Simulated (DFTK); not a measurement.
HfO2 and the effect of the pressure

The cell as given:

```cif
data_structure
_symmetry_space_group_name_H-M 'P 1'
_symmetry_Int_Tables_number 1
_cell_length_a 3.6169
_cell_length_b 3.6169
_cell_length_c 3.6169
_cell_angle_alpha 60.000
_cell_angle_beta 60.000
_cell_angle_gamma 60.000
_cell_volume 33.46
loop_
_atom_site_label
_atom_site_type_symbol
_atom_site_fract_x
_atom_site_fract_y
_atom_site_fract_z
_atom_site_occupancy
Hf1 Hf 0.00000 0.00000 0.00000 1
O1 O 0.75000 0.75000 0.75000 1
O2 O 0.25000 0.25000 0.25000 1
```

Measurements of this composition are mostly on another form, of space group No. 14.

Kept alike: task relaxation of cell and atoms; functional PBE; k mesh 6 × 6 × 6; occupations fermi-dirac, width 0.05 eV; no spin polarisation. Program: DFTK, PseudoDojo SR PBE 0.4.1 standard (PBE), cutoff 1306 eV. The mesh is that of the run's cell of 3 atoms. No spin-orbit coupling.

| run | band gap (eV) | volume (Å³/atom) |
| --- | --- | --- |
| A | 3.874 | 10.720 |
| B | 4.008 | 10.195 |
| C | 4.084 | 9.906 |
| D | 3.823 | 10.928 |
| E | 3.922 | 10.530 |

Gaps hold for each row's own relaxed cell. The relaxations keep at least the cell's symmetry (Fm-3m). The runs follow the start's structure, whether or not it is the stable one at these pressures. P is the pressure aimed at, which the runs meet within some hundredths to tenths of a GPa. A gap read on the mesh alone can miss an edge between its points.

The runs differ in the pressure alone: 0; 5; 10; 20; 30 GPa. Which run is which?

Run A is 5 GPa; run B is 20 GPa; run C is 30 GPa; run D is 0 GPa; run E is 10 GPa. The band gap rises from 3.823 to 4.084 eV between 0 and 30 GPa. The volume falls from 10.928 to 9.906 Å³/atom between 0 and 30 GPa. The volume falls ever more slowly, since the solid stiffens under load. At the pressures aimed at, which the runs meet within some tenths of a GPa, the step from 0 to 5 GPa gives a mean bulk modulus near 260 GPa, the last step 348 GPa.
